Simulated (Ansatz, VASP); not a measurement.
# MgO in VASP and in Ansatz

```xyz
2
Lattice="0.0000 2.1269 2.1269 2.1269 0.0000 2.1269 2.1269 2.1269 0.0000" Properties=species:S:1:pos:R:3 pbc="T T T"
Mg    0.0000    0.0000    0.0000
O     2.1269    2.1269    2.1269
```

Alike in both runs: task single point; functional PBE; k mesh 10 × 10 × 10; occupations gaussian, width 0.02 eV; no spin polarisation.

```csv
,VASP,Ansatz
version,VASP 6.6.1,Ansatz 0.2.0
potentials or method,"VASP PAW PBE potentials, release 64 (Mg, O)","scalar-relativistic, plane waves, PAW"
plane-wave cutoff (eV),520,420
valence electrons in the cell,8,16
```

```tsv
	VASP	Ansatz	Ansatz less VASP
gap on the k mesh at the Fermi level (eV)	4.44	4.46	+0.017
least direct gap on the mesh (eV)	4.44	4.46	+0.017
pressure (GPa)	-0.7	0.0	+0.73
```

The two sets of potentials don't hold the same shells in valence.

PBE gaps usually lie below the measured ones, often by a third to a half.
